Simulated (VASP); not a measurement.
**CuAu: equation of state with LDA**

Crystal: CuAu.

```
CELL_PARAMETERS angstrom
1.41181 0.81511 4.10072
-1.41181 0.81511 4.10072
0.00000 -1.63021 4.10072
ATOMIC_POSITIONS crystal
Au 0.00000 0.00000 0.00000
Cu 0.50000 0.50000 0.50000
```

The cell comes from a database or a generator and needn't be the stable form of this composition.

```
Program             : VASP 6.6.1
Task                : equation of state
Functional          : LDA
Potentials or basis : VASP PAW LDA potentials, release 64 (Au, Cu)
Cutoff              : 520 eV
k mesh              : 10 × 10 × 10
Occupations         : fermi-dirac, width 0.05 eV
Spin                : no spin polarisation
```

```yaml
Equilibrium_volume: 14.16 Å³/atom
Bulk_modulus_at_fixed_shape_and_positions: 183 GPa
Pressure_derivative_of_the_bulk_modulus: "5.4 (rough: it moves with the points fitted)"
```

Energy against volume, from the lowest point:
| volume (Å³/atom) | energy (meV/atom) |
| --- | --- |
| 13.591 | 14.17 |
| 13.874 | 3.40 |
| 14.157 | 0.00 |
| 14.440 | 3.10 |
| 14.723 | 11.91 |

All runs of the series together: 9.9 min on 1 thread of Intel(R) Xeon(R) Platinum 8488C (Sapphire Rapids), with other jobs on the host.

Caveat: the cell was scaled at fixed shape and fractional positions, which overstates the stiffness of a crystal with free parameters, most of all of layers and chains. Spin-orbit coupling is left out, which matters for the levels of Au.
